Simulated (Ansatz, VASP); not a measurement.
This is a calculation of ZnS for Ansatz 0.2.0. 

Contents of input.yaml:

```yaml
crystal:
  lattice:
    - [0.0, 2.702, 2.702]
    - [2.702, 0.0, 2.702]
    - [2.702, 2.702, 0.0]
  atoms:
    - { symbol: Zn, position: [0.75, 0.75, 0.75] }
    - { symbol: S, position: [0.0, 0.0, 0.0] }
kpoints:
  mp_grid: { grid: [9, 9, 9] }
scf:
  occupations: { method: gaussian, width: 0.1 }
hamiltonian:
  xc: pbesol
  pseudopotentials: { kind: all_electron, lapw: { basis_error: 0.001 } }
output:
  forces: true
  stress: true
  eigenvalues: true
```

Potentials or basis: all-electron LAPW, scalar-relativistic.

Launch:

```console
$ ansatz run input.yaml --threads 1 --pin off --max-ram 3072MiB --backend cpu --events-out ev --progress --plain --runs-dir out
```

Q: Translate it to VASP 6.6.1. Potentials or basis there: PBE PAW files S, Zn, 520 eV.

A: As run (cutoffs and basis follow the program's own potentials, and thresholds, step limits or extra output files can differ):

Contents of INCAR:

```
PREC = Accurate
ENCUT = 520
EDIFF = 1E-6
ISMEAR = 0
SIGMA = 0.1
LREAL = False
LASPH = True
NELM = 100
ALGO = Normal
ISIF = 2
LWAVE = False
LCHARG = False
GGA = PS
NBANDS = 16
```

KPOINTS

```
Automatic mesh
0
Gamma
  9 9 9
```

POSCAR

```
ZnS
1.0
    0.0000000000      2.7020000000      2.7020000000
    2.7020000000      0.0000000000      2.7020000000
    2.7020000000      2.7020000000      0.0000000000
Zn S
1 1
Cartesian
    4.0530000000      4.0530000000      4.0530000000
    0.0000000000      0.0000000000      0.0000000000
```

Potentials or basis: VASP PAW PBE potentials, release 64 (Zn, S).

The run is started by

```bash
$ cat potpaw_PBE.64/Zn/POTCAR potpaw_PBE.64/S/POTCAR > POTCAR
$ mpirun -np 1 vasp_std > vasp.out
```

Both were run:

|  | Ansatz | VASP |
| --- | --- | --- |
| Pressure | -2.0 GPa | -1.8 GPa |

VASP's potentials were made for PBE.

Where Ansatz's input types no cutoff or centring, it takes its own default and a Γ-centred mesh.

Pressure is positive in compression.
